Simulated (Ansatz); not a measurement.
# Ti2COF MXene monolayer in a perpendicular field, part 3 of 3

What dipole does a perpendicular field induce in the Ti2COF MXene monolayer? A positive field points along +c.

Ansatz 0.2.0; plane-wave DFT, PBE-D3(BJ), Ansatz PAW.

So far. Step 8 (Atoms held, field -0.25 V/Å): The dipole is -0.124 e·Å, -0.0576 e·Å from its value without field. Step 9 (Response, atoms held): The induced dipole is that of a conductor 5.32 Å thick.

## (10) Field on, atoms free, field 0.1 V/Å

This step: plane-wave DFT, PBE-D3(BJ), Ansatz PAW (Ansatz 0.2.0).

Now the atoms may follow the field. A weak field makes forces of meV/Å to tens of meV/Å, so the force tolerance is set well below the usual one.

The input, input.yaml:

```yaml
crystal:
  lattice:
    - [3.0067500124, 0.0, 0.0]
    - [-1.5033750062, 2.6039218936, 0.0]
    - [0.0, 0.0, 22.6687564924]
  atoms:
    - { symbol: F, position: [0.3333333333, 0.6666666667, 0.3970222188] }
    - { symbol: Ti, position: [0.6666666667, 0.3333333333, 0.4525475776] }
    - { symbol: C, position: [0.0, 0.0, 0.5028282029] }
    - { symbol: Ti, position: [0.3333333333, 0.6666666667, 0.5616095468] }
    - { symbol: O, position: [0.6666666667, 0.3333333333, 0.6029777812] }
kpoints:
  mp_grid: { grid: [12, 12, 1] }
hamiltonian:
  xc: pbe
  dispersion: d3bj
scf:
  occupations: { method: fermi_dirac, width: 0.05 }
  convergence: { dr2_threshold: 1.0e-10 }
efield:
  axis: 3
  dipole_correction: true
  ramp_position: 0.97
  ramp_width: 0.06
  amplitude: 0.1
relax:
  f_tol: 0.001
  max_steps: 60
output:
  write_potential: true
  write_density: true
  volumetric_format: npy
```

Launch:

```sh
$ ansatz run input.yaml --threads 4 --pin off --max-ram 6144MiB --backend cpu --events-out ev --progress --plain --runs-dir out
```

Numbers of over 12 decimals in the logs are rounded to 6 here.

The program printed:

```text
[...]
Crystal: 5 atoms, lattice volume = 177.481 Å³
Basis set: ecut = 420 eV, 3351 PW (Γ), exchange–correlation on 48×48×320 points (8 copies of the dense FFT grid, shifted against one another)
Bands: 26, of which v1, the nominal top of the filled ones, is band 21 counted from 1 (20 counted from 0)
Symmetry: 6 space group operations
[...]
k-points: 19 of 144 (time reversal used)
[...]
SCF iter   1: F=—  HF=-6638.797524 eV  |F-HF|=—  |Δ(HF+E_count)|=         —  Δρ=1.06e-1  dr2=2.83e1  ethr=3.10e-3  p=0.028 e·Å  D=2.86e-2 V/Å  ΔV_dip=-0.65 eV  dr2_dipole=6.47e-1  V_vac-E_F(+/−)=8.83/7.48 eV  ⟨swp⟩=7.7  Hψ=2554  notcnv=0
[...]
SCF iter  15: F=-6632.424125 eV  HF=-6632.424125 eV  |F-HF|=1.04e-10  |Δ(HF+E_count)|=  8.84e-10  Δρ=1.60e-7  dr2=6.47e-11  ethr=1.00e-12  p=-0.043 e·Å  D=-4.43e-2 V/Å  ΔV_dip=1.00 eV  dr2_dipole=5.25e-13  V_vac-E_F(+/−)=6.80/3.81 eV  ⟨swp⟩=6.6  Hψ=3154  notcnv=0
SCF 1 converged in 15 iterations: F = -6632.424125 eV  dr2 = 6.47e-11
[...]
relax step   1: F+E_penalty+E_count = -6632.42412494 eV  Δ(F+E_penalty+E_count) = +0.000e0 eV  max|allowed force component| = 4.199e-2 eV/Å  Δτ_max = 0.0000 Å  (15 SCF iters, accepted)
[...]
SCF iter   7: F=-6632.424206 eV  HF=-6632.424206 eV  |F-HF|=1.57e-10  |Δ(HF+E_count)|=   4.13e-9  Δρ=1.33e-7  dr2=2.37e-11  ethr=1.00e-12  p=-0.042 e·Å  D=-4.29e-2 V/Å  ΔV_dip=0.97 eV  dr2_dipole=9.32e-14  V_vac-E_F(+/−)=6.79/3.83 eV  ⟨swp⟩=8.9  Hψ=3085  notcnv=0
SCF 2 converged in 7 iterations: F = -6632.424206 eV  dr2 = 2.37e-11
relax step   2: F+E_penalty+E_count = -6632.42420639 eV  Δ(F+E_penalty+E_count) = -8.145e-5 eV  max|allowed force component| = 1.307e-2 eV/Å  Δτ_max = 0.0017 Å  (7 SCF iters, accepted)
SCF iter   1: F=—  HF=-6632.424164 eV  |F-HF|=—  |Δ(HF+E_count)|=         —  Δρ=3.92e-5  dr2=1.46e-5  ethr=1.26e-7  p=-0.042 e·Å  D=-4.29e-2 V/Å  ΔV_dip=0.97 eV  dr2_dipole=4.51e-6  V_vac-E_F(+/−)=6.79/3.83 eV  ⟨swp⟩=2.1  Hψ=921  notcnv=0  defer=4
[...]
SCF iter   7: F=-6632.424213 eV  HF=-6632.424213 eV  |F-HF|=7.55e-11  |Δ(HF+E_count)|=  3.33e-10  Δρ=6.87e-8  dr2=1.54e-11  ethr=1.00e-12  p=-0.042 e·Å  D=-4.24e-2 V/Å  ΔV_dip=0.96 eV  dr2_dipole=1.82e-15  V_vac-E_F(+/−)=6.79/3.83 eV  ⟨swp⟩=8.0  Hψ=2779  notcnv=0
SCF 3 converged in 7 iterations: F = -6632.424213 eV  dr2 = 1.54e-11
relax step   3: F+E_penalty+E_count = -6632.42421311 eV  Δ(F+E_penalty+E_count) = -6.719e-6 eV  max|allowed force component| = 7.329e-4 eV/Å  Δτ_max = 0.0004 Å  (7 SCF iters, accepted)
[...]
the band table was solved once a step of the walk had ended and its energy, with any forces and stress, was formed, with the checks that follow a solve (2708 applications of the Hamiltonian). They found nothing against the state; the energy, forces and stress were not computed again (output.eigenvalues in the input reference)
[...]
SCF converged after 7 iterations
Free energy (F): -6632.424213 eV
[...]
Internal energy: -6632.401808 eV  (E = F + TS)
E sigma→0 (E₀):  -6632.413011 eV
Entropy (-TS):   -0.022405 eV (-4.481 meV/atom)
Fermi energy:    -0.021878 eV
Dipole field:    D = -0.042403 V/Å  (p = -0.041590 e·Å, saw-weighted, corrected)
Work function:   not extracted (applied field tilts the vacuum); planar V_es + V_field profile in the machine report
[...]
--- Forces (eV/Å), atoms counted from 1 ---
  atom   1  F      0.00000000     0.00000000     0.00003599
  atom   2  Ti     0.00000000    -0.00000000    -0.00021507
  atom   3  C      0.00000000     0.00000000    -0.00073209
  atom   4  Ti     0.00000000    -0.00000000     0.00054614
  atom   5  O      0.00000000    -0.00000000     0.00036918
  max |Σ_I F_I| component: 4.15e-6 eV/Å
--- Band table (eV; the first three rows and the last of 19) ---
  k-point 0: bands = [... 17 lower, -2.7860, -1.7875, -1.7875, 0.3294, 0.3294, 0.9450, 1.4191, 1.4191, ... 1 higher]
  k-point 1: bands = [... 17 lower, -2.7715, -2.0140, -1.8880, 0.2333, 0.4112, 0.9334, 1.4313, 1.4811, ... 1 higher]
  k-point 2: bands = [... 17 lower, -3.0541, -2.3369, -2.1065, 0.0116, 0.6433, 0.8973, 1.5178, 1.6254, ... 1 higher]
  k-point 18: bands = [... 17 lower, -3.7605, -3.5561, -3.0562, 0.6326, 1.1953, 1.3563, 1.7102, 2.1227, ... 1 higher]
--- Relaxed structure (3 steps of the walk, 3 accepted, 0 SCFs on fresh bases) ---
  F+E_penalty+E_count = -6632.42421311 eV   max|allowed force component| = 7.329e-4 eV/Å
  atoms:
    - { symbol: F, position: [0.333333, 0.666667, 0.396938] }
    - { symbol: Ti, position: [0.666667, 0.333333, 0.452588] }
    - { symbol: C, position: [0, 0, 0.502839] }
    - { symbol: Ti, position: [0.333333, 0.666667, 0.561674] }
    - { symbol: O, position: [0.666667, 0.333333, 0.602946] }
```

Elapsed: 5.1 s, on 4 threads of Intel Xeon Platinum 8488C (Sapphire Rapids), shared host; peak memory 0.56 GiB.

No atom moved by 0.005 Å in the relaxation.

Numbers from this step:

- energy at zero smearing: -6632.4130 eV
- dipole along the normal: -0.04159 e·Å

The relaxation took 3 steps and lowered the energy by 8.8e-5 eV; the largest force on the free atoms ends at 7.3e-4 eV/Å.

The dipole is -0.0416 e·Å, 0.0250 e·Å from its value without field.

## (11) Relaxing in the field, field -0.1 V/Å

The opposite sign, again from the field-free geometry; the difference of the two cancels what relaxes without a field.

Changes to input.yaml since step 10:

```diff
@@ -24,3 +24,3 @@
   ramp_width: 0.06
-  amplitude: 0.1
+  amplitude: -0.1
 relax:
```

The program printed:

```text
[...]
Crystal: 5 atoms, lattice volume = 177.481 Å³
Basis set: ecut = 420 eV, 3351 PW (Γ), exchange–correlation on 48×48×320 points (8 copies of the dense FFT grid, shifted against one another)
Bands: 26, of which v1, the nominal top of the filled ones, is band 21 counted from 1 (20 counted from 0)
Symmetry: 6 space group operations
[...]
--- Relaxed structure (4 steps of the walk, 4 accepted, 0 SCFs on fresh bases) ---
  F+E_penalty+E_count = -6632.43751323 eV   max|allowed force component| = 5.978e-4 eV/Å
  atoms:
    - { symbol: F, position: [0.333333, 0.666667, 0.397121] }
    - { symbol: Ti, position: [0.666667, 0.333333, 0.452508] }
    - { symbol: C, position: [0, 0, 0.502809] }
    - { symbol: Ti, position: [0.333333, 0.666667, 0.561539] }
    - { symbol: O, position: [0.666667, 0.333333, 0.603007] }
[key lines of the parts left out:]
SCF converged after 5 iterations
Free energy (F): -6632.437513 eV
Fermi energy:    -0.046498 eV
Dipole field:    D = -0.093192 V/Å  (p = -0.091405 e·Å, saw-weighted, corrected)
```

The job ended after 6.2 s (4 threads; peak memory 0.55 GiB; 23 s of CPU time).

No atom moved by 0.005 Å in the relaxation.

Numbers from this step:

```yaml
energy_at_zero_smearing: -6632.4264 eV
dipole_along_the_normal: -0.09140 e·Å
```

The relaxation took 4 steps and lowered the energy by 9.9e-5 eV; the largest force on the free atoms ends at 6.0e-4 eV/Å.

The dipole is -0.0914 e·Å, -0.0248 e·Å from its value without field.

## (12) Response, atoms relaxed

This step: plane-wave DFT, PBE-D3(BJ), Ansatz PAW; response to a field along the normal, atoms relaxed (Ansatz 0.2.0).

The same analysis on the two relaxed runs holds the ionic part too; their mesh is coarser, so small differences from the held value can come from that.

Numbers from this step:

- equivalent conductor thickness p/(ε₀AE): 5.757 Å
- distance between the outer atoms: 4.667 Å

Dipole of the cell against applied field:

| applied field (V/Å) | dipole of the cell (e·Å) |
| --- | --- |
| -0.1000 | -0.0914 |
| 0.1000 | -0.0416 |

Local field over the applied field, running mean. From the potentials at -0.1 and 0.1 V/Å; running mean over 2.5 Å. Table of local field over applied field by z:

| z (Å) | local field over applied field |
| --- | --- |
| 4.5 | 1.000 |
| 5.0 | 1.000 |
| 5.5 | 0.999 |
| 6.0 | 0.995 |
| 6.5 | 0.981 |
| 7.0 | 0.897 |
| 7.5 | 0.768 |
| 8.0 | 0.807 |
| 8.5 | 0.615 |
| 9.0 | 0.363 |
| 9.5 | 0.206 |
| 10.0 | 0.167 |
| 10.5 | -0.0272 |
| 11.0 | 0.0158 |
| 11.5 | -0.00898 |
| 12.0 | -0.0998 |
| 12.5 | -0.0313 |
| 13.0 | 0.0497 |
| 13.5 | 0.106 |
| 14.0 | 0.374 |
| 14.5 | 0.693 |
| 15.0 | 0.793 |
| 15.5 | 0.867 |
| 16.0 | 0.963 |
| 16.5 | 0.989 |
| 17.0 | 0.997 |
| 17.5 | 0.999 |
| 18.0 | 1.000 |
| 18.5 | 1.000 |

Electrons, planar mean, per unit field. Induced electron density against z:

| z (Å) | induced electron density (e/Å³ per V/Å) |
| --- | --- |
| 5.0 | 1.2e-6 |
| 5.5 | 4.7e-6 |
| 6.0 | 1.4e-5 |
| 6.5 | 5.6e-5 |
| 7.0 | 2.5e-4 |
| 7.5 | 0.00105 |
| 8.0 | 0.00542 |
| 8.5 | 0.0330 |
| 9.0 | 6.9e-4 |
| 9.5 | -0.0376 |
| 10.0 | -0.0196 |
| 10.5 | 0.0156 |
| 11.0 | 0.00634 |
| 11.5 | -5.7e-4 |
| 12.0 | -0.0135 |
| 12.5 | -0.0243 |
| 13.0 | 0.0336 |
| 13.5 | 0.0181 |
| 14.0 | -0.0110 |
| 14.5 | -0.00535 |
| 15.0 | -0.00166 |
| 15.5 | -5.1e-4 |
| 16.0 | -1.5e-4 |
| 16.5 | -3.8e-5 |
| 17.0 | -1.0e-5 |
| 17.5 | -2.6e-6 |

The induced dipole is that of a conductor 5.76 Å thick.

## (13) The same run with other settings: efield.ramp_width = 0.15

This step: plane-wave DFT, PBE-D3(BJ), Ansatz PAW (Ansatz 0.2.0).

A run with a changed input: it repeats the earlier run at 0.03 V/Å with efield.ramp_width from 0.06 to 0.15.

Changes to input.yaml since step 11:

```diff
@@ -12,3 +12,6 @@
 kpoints:
-  mp_grid: { grid: [12, 12, 1] }
+  mp_grid: { grid: [18, 18, 1] }
+  band_path:
+    path: [[0, 0, 0], [0.5, 0, 0], [0.33333333, 0.33333333, 0], [0, 0, 0]]
+    npoints: 16
 hamiltonian:
@@ -23,7 +26,4 @@
   ramp_position: 0.97
-  ramp_width: 0.06
-  amplitude: -0.1
-relax:
-  f_tol: 0.001
-  max_steps: 60
+  ramp_width: 0.15
+  amplitude: 0.03
 output:
```

The program printed:

```text
[...]
Crystal: 5 atoms, lattice volume = 177.481 Å³
Basis set: ecut = 420 eV, 3351 PW (Γ)
Bands: 26, of which v1, the nominal top of the filled ones, is band 21 counted from 1 (20 counted from 0)
Symmetry: 6 space group operations
[...]
k-points: 37 of 324 (time reversal used)
[...]
SCF iter   1: F=—  HF=-6638.798561 eV  |F-HF|=—  |Δ(HF+E_count)|=         —  Δρ=1.06e-1  dr2=2.82e1  ethr=3.10e-3  p=0.008 e·Å  D=8.56e-3 V/Å  ΔV_dip=-0.19 eV  dr2_dipole=6.31e-1  V_vac-E_F(+/−)=8.37/8.01 eV  ⟨swp⟩=7.8  Hψ=4984  notcnv=0
[...]
SCF iter  14: F=-6632.429412 eV  HF=-6632.429412 eV  |F-HF|=2.73e-12  |Δ(HF+E_count)|=  8.37e-11  Δρ=1.01e-7  dr2=3.32e-11  ethr=1.00e-12  p=-0.060 e·Å  D=-6.09e-2 V/Å  ΔV_dip=1.38 eV  dr2_dipole=2.91e-12  V_vac-E_F(+/−)=6.32/4.38 eV  ⟨swp⟩=5.9  Hψ=3468  notcnv=0
SCF 1 converged in 14 iterations: F = -6632.429412 eV  dr2 = 3.32e-11
[...]
SCF converged after 14 iterations
Free energy (F): -6632.429412 eV
[...]
Internal energy: -6632.409730 eV  (E = F + TS)
E sigma→0 (E₀):  -6632.419571 eV
Entropy (-TS):   -0.019681 eV (-3.936 meV/atom)
Fermi energy:    -0.133288 eV
Dipole field:    D = -0.060896 V/Å  (p = -0.059729 e·Å, saw-weighted, corrected)
Work function:   not extracted (applied field tilts the vacuum); planar V_es + V_field profile in the machine report
[...]
--- Band table (eV; the first three rows and the last of 37) ---
  k-point 0: bands = [... 17 lower, -2.8810, -1.8848, -1.8848, 0.2256, 0.2256, 0.8391, 1.3179, 1.3179, ... 1 higher]
  k-point 1: bands = [... 17 lower, -2.8659, -1.9949, -1.9320, 0.1809, 0.2629, 0.8387, 1.3197, 1.3466, ... 1 higher]
  k-point 2: bands = [... 17 lower, -2.9042, -2.2378, -2.0539, 0.0664, 0.3708, 0.8102, 1.3530, 1.4225, ... 1 higher]
  k-point 36: bands = [... 17 lower, -3.8574, -3.6574, -3.1615, 0.5333, 1.0972, 1.2532, 1.6113, 2.0254, ... 1 higher]
```

Wall time 6.1 s (4 threads); peak memory 0.61 GiB.

This step gave:

* energy at zero smearing: -6632.4196 eV
* dipole along the normal: -0.05973 e·Å

The electronic bands at the labelled points (eV, zero at the Fermi level):

| point | band 17 | band 18 | band 19 | band 20 | band 21 | band 22 | band 23 | band 24 |
| --- | --- | --- | --- | --- | --- | --- | --- | --- |
| Γ | -4.72 | -2.75 | -1.75 | -1.75 | 0.36 | 0.36 | 0.97 | 1.45 |
| halfway | -4.43 | -3.56 | -2.57 | -2.27 | -0.21 | 1.03 | 1.12 | 1.62 |
| M | -4.31 | -3.79 | -3.29 | -2.33 | -0.44 | 1.42 | 1.99 | 2.18 |
| halfway | -4.12 | -4.04 | -3.42 | -2.67 | 0.01 | 1.50 | 1.53 | 2.01 |
| K | -4.72 | -3.72 | -3.52 | -3.03 | 0.67 | 1.23 | 1.39 | 1.74 |
| halfway | -4.41 | -3.68 | -2.74 | -2.54 | 0.18 | 0.43 | 1.59 | 1.83 |
| Γ | -4.72 | -2.75 | -1.75 | -1.75 | 0.36 | 0.36 | 0.97 | 1.45 |

| quantity | this run | earlier run | difference |
| --- | --- | --- | --- |
| dipole along the normal (e·Å) | -0.05973 | -0.05973 | -3.5e-6 |

The dipole moves by under 0.5 % or 5e-5 e·Å.

Of the bands kept, 1 crosses the Fermi level on this path.

## (14) A changed input: efield.amplitude = 0.05

Another changed input: it repeats the earlier run at 0.03 V/Å with efield.amplitude from 0.03 to 0.05.

Changes to input.yaml since step 13:

```diff
@@ -26,4 +26,4 @@
   ramp_position: 0.97
-  ramp_width: 0.15
-  amplitude: 0.03
+  ramp_width: 0.06
+  amplitude: 0.05
 output:
```

The program printed:

```text
[...]
Crystal: 5 atoms, lattice volume = 177.481 Å³
Basis set: ecut = 420 eV, 3351 PW (Γ)
Bands: 26, of which v1, the nominal top of the filled ones, is band 21 counted from 1 (20 counted from 0)
Symmetry: 6 space group operations
[...]
k-points: 37 of 324 (time reversal used)
[...]
SCF iter   1: F=—  HF=-6638.798651 eV  |F-HF|=—  |Δ(HF+E_count)|=         —  Δρ=1.06e-1  dr2=2.82e1  ethr=3.10e-3  p=0.014 e·Å  D=1.43e-2 V/Å  ΔV_dip=-0.32 eV  dr2_dipole=6.37e-1  V_vac-E_F(+/−)=8.50/7.79 eV  ⟨swp⟩=7.7  Hψ=4976  notcnv=0
[...]
SCF iter  14: F=-6632.428263 eV  HF=-6632.428263 eV  |F-HF|=2.36e-11  |Δ(HF+E_count)|=  9.64e-11  Δρ=1.02e-7  dr2=3.87e-11  ethr=1.00e-12  p=-0.055 e·Å  D=-5.62e-2 V/Å  ΔV_dip=1.27 eV  dr2_dipole=3.42e-12  V_vac-E_F(+/−)=6.46/4.15 eV  ⟨swp⟩=5.7  Hψ=3335  notcnv=0
SCF 1 converged in 14 iterations: F = -6632.428263 eV  dr2 = 3.87e-11
[...]
SCF converged after 14 iterations
Free energy (F): -6632.428263 eV
[...]
Internal energy: -6632.408564 eV  (E = F + TS)
E sigma→0 (E₀):  -6632.418414 eV
Entropy (-TS):   -0.019699 eV (-3.940 meV/atom)
Fermi energy:    -0.037680 eV
Dipole field:    D = -0.056198 V/Å  (p = -0.055120 e·Å, saw-weighted, corrected)
Work function:   not extracted (applied field tilts the vacuum); planar V_es + V_field profile in the machine report
[...]
--- Band table (eV; the first three rows and the last of 37) ---
  k-point 0: bands = [... 17 lower, -2.7849, -1.7894, -1.7894, 0.3213, 0.3213, 0.9352, 1.4139, 1.4139, ... 1 higher]
  k-point 1: bands = [... 17 lower, -2.7698, -1.8995, -1.8366, 0.2765, 0.3586, 0.9348, 1.4155, 1.4425, ... 1 higher]
  k-point 2: bands = [... 17 lower, -2.8083, -2.1420, -1.9583, 0.1621, 0.4664, 0.9061, 1.4486, 1.5184, ... 1 higher]
  k-point 36: bands = [... 17 lower, -3.7595, -3.5618, -3.0635, 0.6285, 1.1926, 1.3482, 1.7075, 2.1213, ... 1 higher]
```

Elapsed: 6.1 s, on 4 threads; peak memory 0.61 GiB.

This step gave:

- energy at zero smearing: -6632.4184 eV
- dipole along the normal: -0.05512 e·Å

Electronic bands along the path, in eV, zero at the Fermi level:

| point | band 17 | band 18 | band 19 | band 20 | band 21 | band 22 | band 23 | band 24 |
| --- | --- | --- | --- | --- | --- | --- | --- | --- |
| Γ | -4.72 | -2.75 | -1.75 | -1.75 | 0.36 | 0.36 | 0.97 | 1.45 |
| halfway | -4.42 | -3.56 | -2.57 | -2.27 | -0.21 | 1.03 | 1.12 | 1.62 |
| M | -4.31 | -3.79 | -3.29 | -2.33 | -0.44 | 1.42 | 1.99 | 2.18 |
| halfway | -4.12 | -4.03 | -3.42 | -2.67 | 0.01 | 1.50 | 1.53 | 2.01 |
| K | -4.72 | -3.72 | -3.52 | -3.03 | 0.67 | 1.23 | 1.39 | 1.75 |
| halfway | -4.41 | -3.68 | -2.74 | -2.54 | 0.18 | 0.43 | 1.59 | 1.83 |
| Γ | -4.72 | -2.75 | -1.75 | -1.75 | 0.36 | 0.36 | 0.97 | 1.45 |

| quantity | this run | earlier run | difference |
| --- | --- | --- | --- |
| dipole along the normal (e·Å) | -0.05512 | -0.05973 | 0.0046 |

The applied field differs, and the slope found earlier predicts a dipole of -0.0551 e·Å; this run gives -0.0551 e·Å, in line with it.

## (15) Results

| Item | Value |
| --- | --- |
| gap without field | none |
| work function, upper face | 6.10 eV |
| step between the vacuum levels | 1.54 eV |
| equivalent conductor thickness, atoms held | 5.32 Å |
| equivalent conductor thickness, atoms relaxed | 5.76 Å |

In words: The induced dipole equals that of a perfect conductor 5.32 Å thick, while the outer atoms lie 4.67 Å apart. The two faces differ: the vacuum level above lies 1.54 eV higher than the one below. Letting the atoms follow the field adds 0.43 Å to the equivalent conductor thickness: the ionic part of the response. There is no gap over 0.03 eV, with or without the field. The first relaxation ran with spin and lost its moment, and the later runs have none; other magnetic states were not tried. The MXene's terminations sit over the metal atoms of its far layer; the site over carbon or nitrogen, which some compounds prefer, was not run.

[Logs are printed without paths, hosts, clocks, repeated set-up lines and the standing remarks that a program may print on its own settings, such as how far it seeks lower states.]

[Hosts, paths, dates, database ids (printed as entryN), source tags and the programs' standing remarks are cut or masked in the printed files.]

[Maps of the electrostatic potential energy from Ansatz leave out the sawtooth potential of an applied field or a dipole correction, so their vacuum need not be flat; planar profiles and work functions include it.]
